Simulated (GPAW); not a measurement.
# CuO (Cccm) in GPAW: notebook, part 2 of 2

GPAW 26.7.0.

## Step 5: Single point, LDA+U

Input file run.py:

```python
from ase import Atoms
from ase.dft.bandgap import bandgap
from ase.io import write
from ase.units import GPa
from gpaw import GPAW, PW

atoms = Atoms(['Cu', 'Cu', 'O', 'O'],
              cell=[[1.990968, -2.15355, 0.0],
                    [1.990968, 2.15355, 0.0],
                    [0.0, 0.0, 5.155928]],
              scaled_positions=[[0.5, 0.0, 0.0],
                                [0.0, 0.5, 0.5],
                                [0.5, 0.5, 0.25],
                                [0.5, 0.5, 0.75]],
              pbc=True)

calc = GPAW(mode=PW(800),
            xc='LDA',
            kpts={'size': (9, 9, 5), 'gamma': True},
            occupations={'name': 'fermi-dirac', 'width': 0.05},
            setups={'Cu': ':d,8.0'},
            nbands=33,
            convergence={'density': 1e-05, 'energy': 1e-05},
            maxiter=150,
            txt='gpaw.txt')
atoms.calc = calc
energy = atoms.get_potential_energy()
forces = atoms.get_forces()
stress = atoms.get_stress()
calc.write('gs.gpw')
write('result.traj', atoms)
print(f'Energy: {energy:.6f} eV')
print('Forces (eV/A):')
print(forces.round(4))
print('Stress (GPa):', (stress / GPa).round(3))
print('Fermi level:', round(calc.get_fermi_level(), 4), 'eV')
print(f'Gap: {bandgap(calc)[0]:.4f} eV, direct: {bandgap(calc, direct=True)[0]:.4f} eV')
```

Potentials or basis: the program's PAW data sets (release 1.2.1) made for this functional, pw.

Started as:

```sh
$ OMP_NUM_THREADS=1 python run.py
```

gpaw.txt:

```text
__  _  _
 | _ |_)|_||  |
 |__||  | ||/\| - 26.7.0

Input parameters:
  mode=PW(ecut=800.0),
  convergence={'density': 1e-05, 'energy': 1e-05},
  kpts=MonkhorstPack(size=(9, 9, 5), gamma=True),
  maxiter=150,
  nbands=33,
  occupations=Occupations(name='fermi-dirac', width=0.05),
  setups={'Cu': ':d,8.0'},
  xc=XC(name='LDA')

Diagonalizing LCAO Hamiltonian
Converting LCAO to pw mode

         CO

          O

       Cu

Atoms  # Å, Bohr magnetons
|   | symbol |        x |         y |        z |    initial magnetic moments |
|---|--------|----------|-----------|----------|-----------------------------|
| 0 |     Cu | 0.995484 | -1.076775 | 0.000000 | ( 0.0000,  0.0000,  0.0000) |
| 1 |     Cu | 0.995484 |  1.076775 | 2.577964 | ( 0.0000,  0.0000,  0.0000) |
| 2 |      O | 1.990968 |  0.000000 | 1.288982 | ( 0.0000,  0.0000,  0.0000) |
| 3 |      O | 1.990968 |  0.000000 | 3.866946 | ( 0.0000,  0.0000,  0.0000) |

Unit cell  # Å
| periodic |        x |         y |        z |  lengths |    angles |
|----------|----------|-----------|----------|----------|-----------|
|      yes | 1.990968 | -2.153550 | 0.000000 | 2.932871 | 90.000000 |
|      yes | 1.990968 |  2.153550 | 0.000000 | 2.932871 | 90.000000 |
|      yes | 0.000000 |  0.000000 | 5.155928 | 5.155928 | 94.492917 |

Number of symmetries: 4
Symmetry operations  # r_c * U_cc + t_c -> r_c
|   | kind |            matrix            |
|---|------|------------------------------|
| 0 |  E   |  1, 0, 0,  0, 1, 0,  0, 0, 1 |
| 1 |  σ   |  1, 0, 0,  0, 1, 0,  0, 0,-1 |
| 2 |  C2  | -1, 0, 0,  0,-1, 0,  0, 0, 1 |
| 3 |  i   | -1, 0, 0,  0,-1, 0,  0, 0,-1 |

BZ-sampling:
  Number of BZ points: 405
  Number of IBZ points: 123

  Monkhorst-Pack size: [9, 9, 5]
  Monkhorst-Pack shift: [0, 0, 0]

K-points  # in reciprocal-cell coordinates
|     |                                coordinates |     weight |
|-----|--------------------------------------------|------------|
|   0 | (  0.00000000,   0.00000000,   0.00000000) | 0.00246914 |
|   1 | (  0.00000000,   0.00000000,   0.20000000) | 0.00493827 |
|   2 | (  0.00000000,   0.00000000,   0.40000000) | 0.00493827 |
|   3 | (  0.00000000,   0.11111111,   0.00000000) | 0.00493827 |
|   4 | (  0.00000000,   0.11111111,   0.20000000) | 0.00987654 |
|   5 | (  0.00000000,   0.11111111,   0.40000000) | 0.00987654 |
|   6 | (  0.00000000,   0.22222222,   0.00000000) | 0.00493827 |
|   7 | (  0.00000000,   0.22222222,   0.20000000) | 0.00987654 |
|   8 | (  0.00000000,   0.22222222,   0.40000000) | 0.00987654 |
|   9 | (  0.00000000,   0.33333333,   0.00000000) | 0.00493827 |
| ... |                                            |            |
| 122 | (  0.44444444,   0.44444444,   0.40000000) | 0.00987654 |

Plane wave coefficients: 2289
Cutoff: 800.0 eV

Spin-components: 1 (collinear spins)
Bands:           33
Projectors:      22
Spin-degeneracy: 2
[... 62 lines left out ...]
    |   2p |  4.000 |      -9.195 |    0.598 |
    |    s |        |       3.459 |    0.688 |
    |    p |        |      18.016 |    0.598 |
    |    d |        |       0.000 |    0.619 |

    Using partial waves for O as LCAO basis

Reference energy: -93958.010232  # eV

eigensolver:
  PPCG
  Converge bands: occupied
  niter=2

density mixing:
  MSR1-Mixer
  Pratt-step length: 0.05
  Maximum mixing coefficient: 0.75
  Old densities: 10
  SVD Regularization: 0.005
  Good broyden scale: 1.0
  Trust region scale: 1.0
  Backstep threshold: 4.0
  History deletion threshold: 6.0
  Fourier metric: weight=20.0, sigma=0.015

occupation numbers:
  Fermi-Dirac:
    width: 0.0500  # eV

poisson solver:
  ecut: 6400.0  # eV

xc functional:
  name: None

convergence criteria:
- Maximum integral of absolute [dens]ity change: 1e-05 electrons / valence electron
- Maximum [total energy] change in last 3 cyles: 1e-05 eV / valence electron
- Maximum integral of absolute [eigenst]ate change: 4e-08 eV^2 / valence electron
maximum number of iterations: 150

SCF iterations
|iter     | |      energy | eigst |  dens |
|---------|-|-------------|-------|-------|
|iter:   1| |  -24.074112 | +0.05 |       |
|iter:   2| |  -23.372583 | -2.11 | -1.05 |
|iter:   3| |  -22.302095 | -1.69 | -1.13 |
|iter:   4| |  -22.315645 | -3.29 | -1.64 |
|iter:   5| |  -22.339110 | -3.23 | -1.82 |
|iter:   6| |  -22.347892 | -3.98 | -2.30 |
|iter:   7| |  -22.347602 | -4.98 | -2.84 |
|iter:   8| |  -22.348347 | -5.13 | -3.07 |
|iter:   9| |  -22.348477 | -5.51 | -3.49 |
|iter:  10| |  -22.348479c| -7.29 | -4.24 |
|iter:  11| |  -22.348480c| -7.81c| -4.58 |
|iter:  12| |  -22.348480c| -8.97c| -5.63c|

Converged in 12 steps
Energy contributions relative to reference atoms: (reference = -93958.010232)

Energy contributions:
  Kinetic:          44.116901
  Coulomb:         -44.097307
  Zero:              0.421435
  External:          0.000000
  Xc:              -22.779980
  Entropy:          -0.019056
  Spinorbit:         0.000000
  ----------------------------
  Free energy:     -22.358008
  Extrapolated:    -22.348480

dipole moment: (-8.468182, -0.000000, -10.964852)  # |e|*Ang

Fermi level: 4.505
Eigenvalues  # (at kpt = [0.000, 0.000, 0.000])
| band index |      eig [eV] | occ [0-2] |
|------------|---------------|-----------|
|          0 |       -14.504 |     2.000 |
|        ... |               |           |
|          8 |         0.230 |     2.000 |
|          9 |         0.297 |     2.000 |
|         10 |         0.398 |     2.000 |
|         11 |         0.499 |     2.000 |
|         12 |         1.307 |     2.000 |
|         13 |         1.598 |     2.000 |
[... 8 lines left out ...]
|         22 |        19.767 |     0.000 |
|         23 |        19.901 |     0.000 |
|        ... |               |           |
|         32 |        30.270 |     0.000 |

No gap
No difference between direct/indirect transitions

Forces  # eV/Ang
|       x |       y |        z |
|---------|---------|----------|
| 0.00000 | 0.00000 |  0.00000 |  # Cu   0
| 0.00000 | 0.00000 |  0.00000 |  # Cu   1
| 0.00000 | 0.00000 | -0.00004 |  # O    2
| 0.00000 | 0.00000 |  0.00004 |  # O    3

Stress tensor  # eV/Ang^3
|         x |         y |        z |
|-----------|-----------|----------|
|  0.061883 | -0.000000 | 0.000000 |
| -0.000000 |  0.067976 | 0.000000 |
|  0.000000 |  0.000000 | 0.081951 |

# Writing to gs.gpw (mode='')
```

stdout:

```text
Energy: -22.348480 eV
Forces (eV/A):
[[ 0.  0.  0.]
 [ 0.  0.  0.]
 [ 0.  0. -0.]
 [ 0.  0.  0.]]
Stress (GPa): [ 9.915 10.891 13.13   0.     0.    -0.   ]
Fermi level: 4.5046 eV
Gap: 0.0000 eV, direct: 0.0000 eV
```

Wall time 2.4 min (1 thread of Arm Neoverse V2, shared host); peak memory 0.36 GiB.

Results:

* Free energy: -22.3580 eV
* Pressure: -11.3 GPa
* Band gap on the k mesh: none (metal or under the smearing width)

Caveat: with this Cu data set, volumes or pressures lay over 1.5 % or 2 GPa off other programs in two to four cells of ten; the run has no spin polarisation, though such a crystal can be magnetic; U without spin polarisation on a metal has little footing.

## Step 6: Single point, LDA+U

Input file run.py:

```python
import spglib
from ase import Atoms
from ase.dft.bandgap import bandgap
from ase.io import read, write
from ase.units import GPa
from gpaw import GPAW, PW

atoms = read('CuO.cif')
cell, positions, numbers = spglib.find_primitive(
    (atoms.cell[:], atoms.get_scaled_positions(), atoms.numbers), symprec=1e-4)
atoms = Atoms(numbers, cell=cell, scaled_positions=positions, pbc=True)

calc = GPAW(mode=PW(650),
            xc='LDA',
            kpts={'size': (7, 7, 4), 'gamma': True},
            occupations={'name': 'fermi-dirac', 'width': 0.05},
            setups={'Cu': ':d,6.0'},
            nbands=33,
            maxiter=120,
            txt='gpaw.txt')
atoms.calc = calc
energy = atoms.get_potential_energy()
forces = atoms.get_forces()
stress = atoms.get_stress()
calc.write('gs.gpw')
write('result.traj', atoms)
print(f'Energy: {energy:.6f} eV')
print('Forces (eV/A):')
print(forces.round(4))
print('Stress (GPa):', (stress / GPa).round(3))
print('Fermi level:', round(calc.get_fermi_level(), 4), 'eV')
print(f'Gap: {bandgap(calc)[0]:.4f} eV, direct: {bandgap(calc, direct=True)[0]:.4f} eV')
```

Input file CuO.cif:

```cif
data_CuO
_cell_length_a 3.98193600
_cell_length_b 4.30710000
_cell_length_c 5.15592800
_cell_angle_alpha 90.00000000
_cell_angle_beta 90.00000000
_cell_angle_gamma 90.00000000
_space_group_name_H-M_alt 'Cccm'
_space_group_name_Hall '-C 2 2c'
_space_group_IT_number 66
loop_
_space_group_symop_operation_xyz
'x,y,z'
'-x,-y,-z'
'-x,-y,z'
'x,y,-z'
'x,-y,-z+1/2'
'-x,y,z+1/2'
'-x,y,-z+1/2'
'x,-y,z+1/2'
'x+1/2,y+1/2,z'
'-x+1/2,-y+1/2,-z'
'-x+1/2,-y+1/2,z'
'x+1/2,y+1/2,-z'
'x+1/2,-y+1/2,-z+1/2'
'-x+1/2,y+1/2,z+1/2'
'-x+1/2,y+1/2,-z+1/2'
'x+1/2,-y+1/2,z+1/2'
loop_
_atom_site_label
_atom_site_type_symbol
_atom_site_symmetry_multiplicity
_atom_site_Wyckoff_symbol
_atom_site_fract_x
_atom_site_fract_y
_atom_site_fract_z
_atom_site_occupancy
Cu1 Cu 4 e 0.2500000000 0.7500000000 0.5000000000 1
O1 O 4 b 0.5000000000 0.0000000000 0.7500000000 1
```

Potentials or basis: the program's PAW data sets (release 1.2.1) made for this functional, pw.

Started as:

```sh
$ OMP_NUM_THREADS=1 python run.py
```

gpaw.txt:

```text
__  _  _
 | _ |_)|_||  |
 |__||  | ||/\| - 26.7.0

Input parameters:
  mode=PW(ecut=650.0),
  kpts=MonkhorstPack(size=(7, 7, 4), gamma=True),
  maxiter=120,
  nbands=33,
  occupations=Occupations(name='fermi-dirac', width=0.05),
  setups={'Cu': ':d,6.0'},
  xc=XC(name='LDA')

Diagonalizing LCAO Hamiltonian
Converting LCAO to pw mode

          O

       Cu
          O
         Cu

Atoms  # Å, Bohr magnetons
|   | symbol |        x |         y |        z |    initial magnetic moments |
|---|--------|----------|-----------|----------|-----------------------------|
| 0 |     Cu | 0.995484 | -1.076775 | 2.577964 | ( 0.0000,  0.0000,  0.0000) |
| 1 |     Cu | 0.995484 |  1.076775 | 0.000000 | ( 0.0000,  0.0000,  0.0000) |
| 2 |      O | 1.990968 |  0.000000 | 3.866946 | ( 0.0000,  0.0000,  0.0000) |
| 3 |      O | 1.990968 |  0.000000 | 1.288982 | ( 0.0000,  0.0000,  0.0000) |

Unit cell  # Å
| periodic |        x |         y |        z |  lengths |    angles |
|----------|----------|-----------|----------|----------|-----------|
|      yes | 1.990968 | -2.153550 | 0.000000 | 2.932871 | 90.000000 |
|      yes | 1.990968 |  2.153550 | 0.000000 | 2.932871 | 90.000000 |
|      yes | 0.000000 |  0.000000 | 5.155928 | 5.155928 | 94.492917 |

Number of symmetries: 4
Symmetry operations  # r_c * U_cc + t_c -> r_c
|   | kind |            matrix            |
|---|------|------------------------------|
| 0 |  E   |  1, 0, 0,  0, 1, 0,  0, 0, 1 |
| 1 |  σ   |  1, 0, 0,  0, 1, 0,  0, 0,-1 |
| 2 |  C2  | -1, 0, 0,  0,-1, 0,  0, 0, 1 |
| 3 |  i   | -1, 0, 0,  0,-1, 0,  0, 0,-1 |

BZ-sampling:
  Number of BZ points: 196
  Number of IBZ points: 75

  Monkhorst-Pack size: [7, 7, 4]
  Monkhorst-Pack shift: [0.0, 0.0, 0.125]

K-points  # in reciprocal-cell coordinates
|     |                                coordinates |     weight |
|-----|--------------------------------------------|------------|
|   0 | (  0.00000000,   0.00000000,   0.00000000) | 0.00510204 |
|   1 | (  0.00000000,   0.00000000,   0.25000000) | 0.01020408 |
|   2 | (  0.00000000,   0.00000000,   0.50000000) | 0.00510204 |
|   3 | (  0.00000000,   0.14285714,   0.00000000) | 0.01020408 |
|   4 | (  0.00000000,   0.14285714,   0.25000000) | 0.02040816 |
|   5 | (  0.00000000,   0.14285714,   0.50000000) | 0.01020408 |
|   6 | (  0.00000000,   0.28571429,   0.00000000) | 0.01020408 |
|   7 | (  0.00000000,   0.28571429,   0.25000000) | 0.02040816 |
|   8 | (  0.00000000,   0.28571429,   0.50000000) | 0.01020408 |
|   9 | (  0.00000000,   0.42857143,   0.00000000) | 0.01020408 |
| ... |                                            |            |
|  74 | (  0.42857143,   0.42857143,   0.50000000) | 0.01020408 |

Plane wave coefficients: 1680
Cutoff: 650.0 eV

Spin-components: 1 (collinear spins)
Bands:           33
Projectors:      22
Spin-degeneracy: 2
Datatype:        complex128

Parallelization:
  kpt:    1
  domain: 1
  band:   1

Density:
  Valence electrons: 34.0
  Components: 1
  Grid points: [18 18 32]
  Charge: 0.0  # |e|

Potential:
  Grid points: [18 18 32]

species:
  Cu:
    name:    Copper
    Z:       29.0
    valence: 11
    core:    18
    charge:  0.0  # [|e|]
    Hubbard: {U: 6.0,  # eV
              l: 2,
              scale: True}
    compensation charges:
      type: gauss
      rc: 0.33  # [Å]
      lmax: 2
    cutoffs:
      filter: 2.06  # [Å]
      core: 2.43  # [Å]
    projectors
    | kind |    occ | energy [eV] | rcut [Å] |
    |------|--------|-------------|----------|
    |   4s |  1.000 |      -4.857 |    1.164 |
    |   4p |  0.000 |      -0.783 |    1.164 |
    |   3d | 10.000 |      -5.324 |    1.058 |
    |    s |        |      22.354 |    1.164 |
    |    p |        |      26.429 |    1.164 |
    |    d |        |      21.887 |    1.058 |

    Using partial waves for Cu as LCAO basis

  O:
    name:    Oxygen
    Z:       8.0
    valence: 6
    core:    2
    charge:  0.0  # [|e|]
    compensation charges:
      type: gauss
      rc: 0.21  # [Å]
      lmax: 2
    cutoffs:
      filter: 1.17  # [Å]
      core: 0.83  # [Å]
    projectors
    | kind |    occ | energy [eV] | rcut [Å] |
    |------|--------|-------------|----------|
    |   2s |  2.000 |     -23.752 |    0.688 |
    |   2p |  4.000 |      -9.195 |    0.598 |
    |    s |        |       3.459 |    0.688 |
    |    p |        |      18.016 |    0.598 |
    |    d |        |       0.000 |    0.619 |

    Using partial waves for O as LCAO basis

Reference energy: -93958.010232  # eV

eigensolver:
  PPCG
  Converge bands: occupied
  niter=2

density mixing:
  MSR1-Mixer
  Pratt-step length: 0.05
  Maximum mixing coefficient: 0.75
  Old densities: 10
  SVD Regularization: 0.005
  Good broyden scale: 1.0
  Trust region scale: 1.0
  Backstep threshold: 4.0
  History deletion threshold: 6.0
  Fourier metric: weight=20.0, sigma=0.015

occupation numbers:
  Fermi-Dirac:
    width: 0.0500  # eV

poisson solver:
  ecut: 5200.0  # eV

xc functional:
  name: None

convergence criteria:
- Maximum [total energy] change in last 3 cyles: 0.0005 eV / valence electron
- Maximum integral of absolute [dens]ity change: 0.0001 electrons / valence electron
- Maximum integral of absolute [eigenst]ate change: 4e-08 eV^2 / valence electron
maximum number of iterations: 120

SCF iterations
|iter     | |      energy | eigst |  dens |
|---------|-|-------------|-------|-------|
|iter:   1| |  -24.804305 | -0.09 |       |
|iter:   2| |  -23.797012 | -2.12 | -1.01 |
|iter:   3| |  -22.347739 | -1.59 | -1.09 |
|iter:   4| |  -22.342587 | -3.24 | -1.63 |
|iter:   5| |  -22.351732c| -3.37 | -1.80 |
|iter:   6| |  -22.365604 | -3.62 | -2.31 |
|iter:   7| |  -22.354922c| -4.03 | -2.25 |
|iter:   8| |  -22.355213c| -5.95 | -3.04 |
|iter:   9| |  -22.355480c| -5.31 | -3.20 |
|iter:  10| |  -22.355480c| -7.33 | -4.33c|
|iter:  11| |  -22.355481c| -8.04c| -4.64c|

Converged in 11 steps
Energy contributions relative to reference atoms: (reference = -93958.010232)

Energy contributions:
  Kinetic:          31.786075
  Coulomb:         -33.506433
  Zero:              0.297843
  External:          0.000000
  Xc:              -20.926638
  Entropy:          -0.012653
  Spinorbit:         0.000000
  ----------------------------
  Free energy:     -22.361807
  Extrapolated:    -22.355481

dipole moment: (-8.525367, -0.000001, -11.038896)  # |e|*Ang

Fermi level: 4.713
Eigenvalues  # (at kpt = [0.000, 0.000, 0.000])
| band index |      eig [eV] | occ [0-2] |
|------------|---------------|-----------|
|          0 |       -14.444 |     2.000 |
|        ... |               |           |
|          8 |         0.920 |     2.000 |
|          9 |         0.990 |     2.000 |
|         10 |         1.013 |     2.000 |
|         11 |         1.102 |     2.000 |
|         12 |         1.657 |     2.000 |
|         13 |         1.674 |     2.000 |
[... 8 lines left out ...]
|         22 |        19.704 |     0.000 |
|         23 |        19.831 |     0.000 |
|        ... |               |           |
|         32 |        28.884 |     0.000 |

No gap
No difference between direct/indirect transitions

Forces  # eV/Ang
|       x |       y |        z |
|---------|---------|----------|
| 0.00000 | 0.00000 |  0.00000 |  # Cu   0
| 0.00000 | 0.00000 |  0.00000 |  # Cu   1
| 0.00000 | 0.00000 |  0.00002 |  # O    2
| 0.00000 | 0.00000 | -0.00002 |  # O    3

Stress tensor  # eV/Ang^3
|         x |         y |        z |
|-----------|-----------|----------|
|  0.073635 | -0.000001 | 0.000000 |
| -0.000001 |  0.080849 | 0.000000 |
|  0.000000 |  0.000000 | 0.093457 |

# Writing to gs.gpw (mode='')
```

stdout:

```text
Energy: -22.355481 eV
Forces (eV/A):
[[ 0.  0.  0.]
 [ 0.  0.  0.]
 [ 0.  0.  0.]
 [ 0.  0. -0.]]
Stress (GPa): [11.798 12.953 14.974  0.     0.    -0.   ]
Fermi level: 4.713 eV
Gap: 0.0000 eV, direct: 0.0000 eV
```

Wall time 71 s (1 thread of Arm Neoverse V2, shared host); peak memory 0.23 GiB.

What came out:

- Free energy: -22.3618 eV
- Pressure: -13.2 GPa
- Band gap on the k mesh: none (metal or under the smearing width)

Caveat: with this Cu data set, volumes or pressures lay over 1.5 % or 2 GPa off other programs in two to four cells of ten; the cutoff is short for stress and forces, so pressures can be off by a GPa or more; the run has no spin polarisation, though such a crystal can be magnetic; U without spin polarisation on a metal has little footing.

## Step 7: For comparison

An earlier run on the cell as given: functional PBEsol; potentials or basis PAW data sets generated in the run's folder for this functional; cutoff 800 eV; basis pw; k mesh 9 × 9 × 5; occupations fermi-dirac, width 0.05 eV; no spin polarisation.

* Pressure: -3.7 GPa
* Band gap on the k mesh: none (metal or under the smearing width)

## Step 8: Overview

```tsv
level	potentials or basis	U	k mesh	cutoff (eV)	maxiter	convergence	gap on the mesh (eV)	pressure (GPa)
LDA+U	the program's PAW data sets (release 1.2.1) made for this functional, pw	Cu d U = 4 eV	9 × 9 × 5	800	150	-	none	-11.1
LDA+U	the program's PAW data sets (release 1.2.1) made for this functional, pw	Cu d U = 5 eV	9 × 9 × 5	800	150	-	none	-11.2
LDA+U	the program's PAW data sets (release 1.2.1) made for this functional, pw	Cu d U = 6 eV	9 × 9 × 5	800	150	-	none	-11.2
LDA+U	the program's PAW data sets (release 1.2.1) made for this functional, pw	Cu d U = 8 eV	9 × 9 × 5	800	150	-	none	-11.3
LDA+U	the program's PAW data sets (release 1.2.1) made for this functional, pw	Cu d U = 6 eV	7 × 7 × 4	650	120	default	none	-13.2
PBEsol	PAW data sets generated in the run's folder for this functional, pw	-	9 × 9 × 5	800	150	-	none	-3.7
```

Alike in all rows: task single point; no spin polarisation; cell as given; smearing fermi-dirac 0.05 eV.

Caveats: with this Cu data set, volumes or pressures lay over 1.5 % or 2 GPa off other programs in two to four cells of ten; the run has no spin polarisation, though such a crystal can be magnetic; U without spin polarisation on a metal has little footing (some runs); the cutoff is short for stress and forces, so pressures can be off by a GPa or more (some runs); semilocal functionals often make such compounds metallic where correlation or magnetic order opens a gap, which also shifts bond lengths (some runs).

Total energies depend on the potentials used, so only differences within one code and one set of settings carry meaning.
